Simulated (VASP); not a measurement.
Level of theory: r2SCAN meta-GGA, VASP's PBE PAW potentials (set 64) (plane waves; VASP 6.6.1).

VASP input:

**KPOINTS**
```
Automatic
0
gamma
  6 6 6
0 0 0
```

INCAR:
```
SYSTEM=CaF2
PREC=Accurate; ENCUT=600; LREAL=.FALSE.
LASPH=.TRUE.
EDIFF=1E-7; NELM=100; ALGO=Normal
LMIXTAU=.TRUE.
ISMEAR=0; SIGMA=0.05
METAGGA=R2SCAN
IBRION=2; NSW=30; ISIF=2
EDIFFG=-0.01
LWAVE=.FALSE.; LCHARG=.FALSE.
```

**POSCAR**
```
CaF2
1
    0.0000000000     2.7404195307     2.7404195307
    2.7267856027     0.0136339280     2.7267856027
    2.7267856027     2.7267856027     0.0136339280
Ca F
1 2
Direct
  1.0000000000   1.0000000000   0.0000000000
  0.2500000000   0.2500000000   0.2500000000
  0.7500000000   0.7500000000   0.7500000000
```

POTCAR, in this order: Ca_sv F (PBE.64 set). Program: vasp_std.

The resulting files:

**OUTCAR**
```
 ion  position               nearest neighbor table
   1  0.000  0.000  0.000-   3 2.35   3 2.35   2 2.35   2 2.35   3 2.37   3 2.37   2 2.37   2 2.37
  LATTYP: Found a body centered orthorhombic cell.
 ALAT       =     3.8369758951
 B/A-ratio  =     1.0100502512
 C/A-ratio  =     1.4213201632
 Subroutine PRICEL returns:
 Original cell was already a primitive cell.
 Subroutine GETGRP returns: Found  8 space group operations
The static configuration has the point symmetry D_2h.
The dynamic configuration has the point symmetry D_2h.
 Subroutine INISYM returns: Found  8 space group operations
 Subroutine IBZKPT returns following result:
 Found     46 irreducible k-points:

 Following reciprocal coordinates:
            Coordinates               Weight
  0.000000  0.000000  0.000000      1.000000
  0.166667 -0.000000 -0.000000      4.000000
  0.333333 -0.000000 -0.000000      4.000000
  0.500000  0.000000 -0.000000      2.000000
  0.000000  0.166667 -0.000000      4.000000
  0.166667  0.166667 -0.000000      4.000000
  0.333333  0.166667 -0.000000      8.000000
  0.500000  0.166667 -0.000000      8.000000
...
```

**OSZICAR**
```
       N       E                     dE             d eps       ncg     rms          rms(c)
DAV:   1     0.234905309707E+03    0.23491E+03   -0.15324E+04  1472   0.174E+03
DAV:   2    -0.229132194738E+02   -0.25782E+03   -0.25306E+03  1896   0.421E+02
DAV:   3    -0.333755793218E+02   -0.10462E+02   -0.10450E+02  1840   0.972E+01
DAV:   4    -0.337667578970E+02   -0.39118E+00   -0.39106E+00  2392   0.139E+01
DAV:   5    -0.337694561210E+02   -0.26982E-02   -0.26982E-02  1792   0.127E+00    0.702E+00
DAV:   6    -0.262337809740E+02    0.75357E+01   -0.36717E+00  2040   0.192E+01    0.311E+00
DAV:   7    -0.263651447306E+02   -0.13136E+00   -0.23905E+00  1472   0.160E+01    0.239E+00
DAV:   8    -0.258359785569E+02    0.52917E+00   -0.62915E-01  1472   0.102E+01    0.121E+00
DAV:   9    -0.255412660717E+02    0.29471E+00   -0.56648E-01  1680   0.712E+00    0.123E+00
DAV:  10    -0.259690779412E+02   -0.42781E+00   -0.62165E-01  1680   0.758E+00    0.435E-01
DAV:  11    -0.259401679093E+02    0.28910E-01   -0.14573E-02  1784   0.155E+00    0.388E-01
DAV:  12    -0.259546466115E+02   -0.14479E-01   -0.18067E-02  1472   0.150E+00    0.651E-02
DAV:  13    -0.259553429785E+02   -0.69637E-03   -0.20335E-03  1944   0.485E-01    0.310E-02
DAV:  14    -0.259554142166E+02   -0.71238E-04   -0.66988E-05  2112   0.775E-02    0.354E-02
DAV:  15    -0.259551556850E+02    0.25853E-03   -0.12897E-05  1536   0.531E-02    0.356E-02
DAV:  16    -0.259554419192E+02   -0.28623E-03   -0.19037E-04  1472   0.184E-01    0.756E-02
DAV:  17    -0.259554576814E+02   -0.15762E-04   -0.46651E-04  1504   0.212E-01    0.320E-02
DAV:  18    -0.259555272776E+02   -0.69596E-04   -0.46444E-05  1472   0.862E-02    0.152E-02
DAV:  19    -0.259555397863E+02   -0.12509E-04   -0.47541E-06  2184   0.269E-02    0.831E-03
DAV:  20    -0.259555429931E+02   -0.32068E-05   -0.22194E-06  1728   0.146E-02    0.397E-03
DAV:  21    -0.259555431791E+02   -0.18593E-06   -0.46446E-07  1640   0.700E-03    0.207E-03
DAV:  22    -0.259555438593E+02   -0.68018E-06   -0.78547E-08  1184   0.417E-03    0.122E-03
DAV:  23    -0.259555438822E+02   -0.22889E-07   -0.64571E-08   872   0.241E-03
   1 F= -.25955544E+02 E0= -.25955544E+02  d E =-.259555E+02
       N       E                     dE             d eps       ncg     rms          rms(c)
DAV:   1    -0.259555894875E+02   -0.45628E-04   -0.35805E-02  1472   0.165E+00    0.178E-02
DAV:   2    -0.259556206153E+02   -0.31128E-04   -0.55536E-04  1552   0.210E-01    0.996E-03
DAV:   3    -0.259556176456E+02    0.29697E-05   -0.15468E-05  1872   0.490E-02    0.740E-03
DAV:   4    -0.259555711719E+02    0.46474E-04   -0.39840E-05  1472   0.749E-02    0.272E-03
DAV:   5    -0.259556188302E+02   -0.47658E-04   -0.15109E-05  1488   0.515E-02    0.104E-03
DAV:   6    -0.259556191621E+02   -0.33192E-06   -0.58337E-07  2152   0.843E-03    0.872E-04
DAV:   7    -0.259556198682E+02   -0.70609E-06   -0.13357E-07  1120   0.484E-03    0.450E-04
DAV:   8    -0.259556200310E+02   -0.16280E-06   -0.11004E-07  1120   0.432E-03    0.766E-05
DAV:   9    -0.259556200338E+02   -0.27394E-08   -0.78859E-09   816   0.122E-03
   2 F= -.25955620E+02 E0= -.25955620E+02  d E =-.761516E-04
       N       E                     dE             d eps       ncg     rms          rms(c)
DAV:   1    -0.259555768455E+02    0.43186E-04   -0.11336E-01  1472   0.294E+00    0.317E-02
DAV:   2    -0.259556741699E+02   -0.97324E-04   -0.17586E-03  1552   0.374E-01    0.177E-02
DAV:   3    -0.259556655891E+02    0.85808E-05   -0.49089E-05  1864   0.872E-02    0.132E-02
DAV:   4    -0.259555175652E+02    0.14802E-03   -0.12599E-04  1472   0.133E-01    0.484E-03
DAV:   5    -0.259556695408E+02   -0.15198E-03   -0.48509E-05  1472   0.923E-02    0.183E-03
DAV:   6    -0.259556703873E+02   -0.84647E-06   -0.18386E-06  2160   0.148E-02    0.155E-03
DAV:   7    -0.259556724893E+02   -0.21020E-05   -0.33879E-07  1472   0.760E-03    0.877E-04
DAV:   8    -0.259556731803E+02   -0.69096E-06   -0.43215E-07  1488   0.815E-03    0.108E-04
DAV:   9    -0.259556732044E+02   -0.24076E-07   -0.17901E-08  1264   0.181E-03
   3 F= -.25955673E+02 E0= -.25955673E+02  d E =-.129322E-03
```

**OUTCAR**
```
------------------------ aborting loop because EDIFF is reached ----------------------------------------
  FORCE on cell =-STRESS in cart. coord.  units (eV):
  Direction    XX          YY          ZZ          XY          YZ          ZX
  --------------------------------------------------------------------------------------
  Total       -0.0626332     -0.0630675     -0.0630675     -0.0000000     -0.0902058      0.0000000
  in kB       -2.4748165     -2.4919774     -2.4919774     -0.0000000     -3.5642873      0.0000000
  external PRESSURE =      -2.4862571 kB  Pullay stress =       0.0000000 kB
  volume of cell :       40.55
      direct lattice vectors                 reciprocal lattice vectors
     0.000000000  2.740419531  2.740419531    -0.183366085  0.182453816  0.182453816
     2.726785603  0.013633928  2.726785603     0.183366085 -0.184287522  0.184287522
     2.726785603  2.726785603  0.013633928     0.183366085  0.184287522 -0.184287522
 POSITION                                       TOTAL-FORCE (eV/Angst)
 -----------------------------------------------------------------------------------
      0.00000      0.00000      0.00000         0.000000     -0.000000     -0.000000
      1.35923      1.37021      1.37021         0.000004      0.000000      0.000000
      4.09434      4.11063      4.11063        -0.000004      0.000000     -0.000000
 -----------------------------------------------------------------------------------
    total drift:                                0.000000      0.000000     -0.000000
  FREE ENERGIE OF THE ION-ELECTRON SYSTEM (eV)
  ---------------------------------------------------
  free  energy   TOTEN  =       -25.9556732044 eV

  energy  without entropy=      -25.9556732044  energy(sigma->0) =      -25.95567320

 reached required accuracy - stopping structural energy minimisation
```
(Selected blocks of OUTCAR.)

CONTCAR:
```
CaF2
   1.00000000000000
     0.0000000000000000    2.7404195307000001    2.7404195307000001
     2.7267856027000001    0.0136339280000000    2.7267856027000001
     2.7267856027000001    2.7267856027000001    0.0136339280000000
  Ca              F
     1     2
Direct
     0.0000000000000000    0.0000000000000000    0.0000000000000000
     0.2507628360250493    0.2492371639749507    0.2492371639749507
     0.7492371639749508    0.7507628360250492    0.7507628360250492
```

The compound is CaF2 in the fluorite structure. This cell was strained or had an atom moved on purpose. Symmetry was kept, so distortions that lower it aren't found.
